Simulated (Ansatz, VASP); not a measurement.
# KTaO3 in VASP and in Ansatz

```
K Ta O
1.0
     3.99013    0.00000    0.00000
     0.00000    3.99013    0.00000
     0.00000    0.00000    3.99013
K Ta O
1 1 3
Direct
  0.50000 0.50000 0.50000
  0.00000 0.00000 0.00000
  0.50000 0.00000 0.00000
  0.00000 0.50000 0.00000
  0.00000 0.00000 0.50000
```

Alike in both runs: task single point; functional PBE; k mesh 6 × 6 × 6; no spin polarisation.

|  | VASP | Ansatz |
| --- | --- | --- |
| version | VASP 6.6.1 | Ansatz 0.2.0 |
| potentials or method | VASP PAW PBE potentials, release 64 (K_sv, Ta_pv, O) | plane waves, PAW |
| plane-wave cutoff (eV) | 520 | 420 |
| occupations | gaussian, width 0.01 eV | fixed |
| valence electrons in the cell | 38 | 40 |

|  | VASP | Ansatz | Ansatz less VASP |
| --- | --- | --- | --- |
| gap on the k mesh at the Fermi level (eV) | 2.17 | 2.22 | +0.047 |
| pressure (GPa) | 5.8 | 5.1 | -0.67 |

The two sets of potentials don't hold the same shells in valence.

Caveats: spin-orbit coupling is left out, which moves the levels of the heavy elements. Expect the measured gap to be larger: semilocal functionals such as PBE lack the derivative discontinuity. A k mesh can miss the band edges.
